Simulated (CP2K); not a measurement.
HfO2:

```
Hf O
1.0
     5.55640    0.00000    0.00000
     0.00000    3.33360    0.00000
     0.00000    0.00000    6.50500
Hf O
4 8
Direct
  0.74868 0.75000 0.60787
  0.25132 0.25000 0.39213
  0.24868 0.75000 0.89213
  0.75132 0.25000 0.10787
  0.63950 0.25000 0.42340
  0.36050 0.75000 0.57660
  0.13950 0.25000 0.07660
  0.86050 0.75000 0.92340
  0.52079 0.25000 0.84145
  0.47921 0.75000 0.15855
  0.02079 0.25000 0.65855
  0.97921 0.75000 0.34145
```

Measurements of this composition are mostly on another form, of space group No. 14.

Base run:

- Program: CP2K 2026.2
- Functional: PW91
- Potentials or basis: POTENTIAL_UZH Hf GTH-PBE-q12, O GTH-PBE-q6; DZVP-MOLOPT-PBE-GTH basis
- Density cutoff: 11565 eV
- k mesh: 4 × 6 × 3
- Occupations: fermi-dirac, width 0.05 eV
- Spin: no spin polarisation

Its results: band gap on the k mesh 3.43 eV, direct; pressure -2.8 GPa; largest force 0.150 eV/Å.

Task: After a change of settings the same cell gave: band gap on the k mesh 3.31 eV, direct; pressure -9.4 GPa; largest force 0.145 eV/Å. Which change was it?
A. functional from PW91 to TPSS
B. functional from PW91 to LDA
C. functional from PW91 to OLYP
D. functional from PW91 to PBEsol

Result: D.

PBEsol binds more tightly than PW91, so the same cell stands under less pressure.

Caveats: the potentials were made for another functional, which shifts forces and pressure; spin-orbit coupling is left out, which moves the levels of the heavy elements; the basis of atomic orbitals isn't converged, which shifts pressures, moduli and gaps; an odd mesh through Γ misses points on the zone boundary, where band edges often lie (some runs).
